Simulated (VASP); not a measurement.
# SiC (Moissanite 3C): relaxation of cell and atoms with PBE

Crystal: SiC (Moissanite 3C).

```
Si C
1.0
     0.00000    2.18924    2.18924
     2.18924    0.00000    2.18924
     2.18924    2.18924    0.00000
Si C
1 1
Direct
  0.00000 0.00000 0.00000
  0.25000 0.25000 0.25000
```

```yaml
Program: VASP 6.6.1
Task: relaxation of cell and atoms
Functional: PBE
Potentials_or_basis: VASP PAW PBE potentials, release 64 (Si, C)
Cutoff: 600 eV
k_mesh: 10 × 10 × 10
Occupations: gaussian, width 0.03 eV
Spin: no spin polarisation
Further_INCAR_settings: ALGO = Normal; EDIFF = 1e-07; IBRION = 2; EDIFFG = -0.005; NSW = 90; ISIF = 3
```

* Pressure after relaxing: 0.0 GPa
* Band gap on the k mesh: 1.37 eV, indirect (least direct gap 4.53 eV)

Final structure:
```xyz
2
Lattice="0.0000 2.1892 2.1892 2.1892 0.0000 2.1892 2.1892 2.1892 0.0000" Properties=species:S:1:pos:R:3 pbc="T T T"
Si    0.0000    0.0000    0.0000
C     1.0946    1.0946    1.0946
```

Levels at points of the mesh, in eV from the valence-band top:
```
           k point  band 1  band 2  band 3  band 4  band 5  band 6  band 7  band 8
(0.00, 0.00, 0.00)  -15.29    0.00    0.00    0.00    6.07    7.21    7.21    7.21
(0.50, 0.00, 0.00)  -11.78   -8.46   -1.05   -1.05    5.31    7.17    7.17    9.98
(0.50, 0.50, 0.00)  -10.34   -7.75   -3.16   -3.16    1.37    4.27   13.87   13.87
```

It took 7 s on 1 thread of AMD EPYC 9R45 96-Core Processor (Zen 5), on a shared host, peak memory 0.12 GiB.

Caveat: the relaxation stopped at its first step, so nothing moved. A k mesh can miss the band edges.
